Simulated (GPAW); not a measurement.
Crystal: CoO.

```
Co O
1.0
     0.00000    2.34364    2.34364
     2.34364    0.00000    2.34364
     2.34364    2.34364    0.00000
Co O
1 1
Direct
  0.00000 0.00000 0.00000
  0.25000 0.25000 0.25000
```

Measurements of this composition are mostly on another form, of space group No. 225.

Base run:

```yaml
Program: GPAW 26.7.0
Functional: r2SCAN
Potentials_or_basis: GPAW PAW data sets (gpaw-data 1.2.1)
Cutoff: 800 eV
Basis: pw
k_mesh: 7 × 7 × 7
Occupations: fermi-dirac, width 0.05 eV
Spin: collinear spin, ferromagnetic start
Starting_moments: "[2.0, 0.0] μB"
Hubbard_terms: Co d U = 3 eV
```

Its results: band gap on the k mesh 0.87 eV, direct; pressure -6.2 GPa; net moment 3.00 μB per cell; site moments Co +2.67; O +0.12 μB.

The run is repeated on the same cell with these changes: hubbard terms from Co d U = 3 eV to Co d U = 8 eV. What comes out?

Band gap on the k mesh 1.43 eV, direct; pressure -1.8 GPa; net moment 3.00 μB per cell; site moments Co +2.77; O +0.06 μB.

Caveats: the PAW data sets were made with another functional, which shifts forces and pressure a little; a cell with one magnetic atom can't hold antiferromagnetic order, which such compounds often take.

